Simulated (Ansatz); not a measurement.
Runs of Ansatz 0.2.0 on CuO (Tenorite). It takes space group C2/c (No. 15, monoclinic). The conventional cell has a = 4.684 Å, b = 3.423 Å, c = 5.129 Å, α = 90.00°, β = 99.54°, γ = 90.00°. Around Cu (site symmetry -1) lie 4 O at 1.95 to 1.96 Å. O (site symmetry 2) has 4 Cu at 1.95 to 1.96 Å as nearest neighbours. 

```tsv
task	level	potentials or basis	U	cell	cutoff (eV)	smearing	hubbard projectors	double counting	points for each segment of the path	gap on the mesh (eV)	pressure (GPa)	V0 of scaled cells (Å³/atom)	relaxed volume (Å³/atom)	B0 (GPa)	largest force (eV/Å)
relaxation of cell and atoms	PBEsol+U	Ansatz PAW	Cu d U = 5.3 eV	relaxed	420	fermi-dirac 0.05 eV	ortho-atomic (the default)	fll (the default)	-	-	0.0	-	(b)	-	-
equation of state	rPW86-PBE+rVV10	Ansatz PAW	-	as given	420	fermi-dirac 0.05 eV	-	-	-	-	-	10.59	-	(a)	-
single point	PBE	Ansatz PAW	-	as given	420	gaussian 0.017 eV	-	-	-	none	5.7	-	-	-	0.26
single point	PBE	Ansatz PAW	-	as given	420	gaussian 0.028 eV	-	-	-	none	5.7	-	-	-	0.26
relaxation of cell and atoms	BLYP	Ansatz PAW	-	relaxed	420	fermi-dirac 0.05 eV	-	-	-	none	0.0	-	11.65	-	-
single point	PBE	Ansatz PAW	-	as given	420	gaussian 0.014 eV	-	-	-	none	5.7	-	-	-	0.26
band structure	PBEsol+U	Ansatz PAW	Cu d U = 1 eV	as given	420	fermi-dirac 0.05 eV	ortho-atomic (the default)	fll (the default)	14	none	-2.3	-	-	-	0.34
equation of state	PBE	Ansatz PAW polarizable	-	as given	420	fermi-dirac 0.05 eV	-	-	-	-	-	10.47	-	162	-
single point	PBE	Ansatz PAW	-	as given	420	gaussian 0.016 eV	-	-	-	none	5.7	-	-	-	0.26
single point	PBE	Ansatz PAW	-	as given	420	gaussian 0.1 eV	-	-	-	none	5.7	-	-	-	0.26
equation of state	PBE	Ansatz PAW soft_1	-	as given	420	fermi-dirac 0.05 eV	-	-	-	-	-	(c)	-	162	-
single point	PBE	Ansatz PAW	-	as given	500	fermi-dirac 0.05 eV	-	-	-	none	5.7	-	-	-	0.26
```

Alike in all rows: no spin polarisation; k mesh 10 × 10 × 5.

Task: Fill in the values left out.

Result: (a) 163; (b) 10.86; (c) 10.48.

Caveats: the run has no spin polarisation, though such a crystal can be magnetic; semilocal functionals often make such compounds metallic where correlation or magnetic order opens a gap, which also shifts bond lengths (some runs); the PAW data sets come from PBE, with cores solved anew for the run's functional, which leaves a small shift of forces and pressure (some runs); the cell was scaled at fixed shape and fractional positions, which overstates the stiffness of a crystal with free parameters, most of all of layers and chains (some runs); the plane-wave basis is chosen anew once the cell has moved, so the energies of steps on either side of that aren't comparable (some runs); the potentials were made for another functional, which shifts forces and pressure (some runs); the volume moved by +15 % from the deposited cell, more than functionals usually miss (some runs).

A k mesh can miss the band edges.

A gap of «none» marks a metal or a gap under the smearing width.

Not every run made on this cell is shown here.
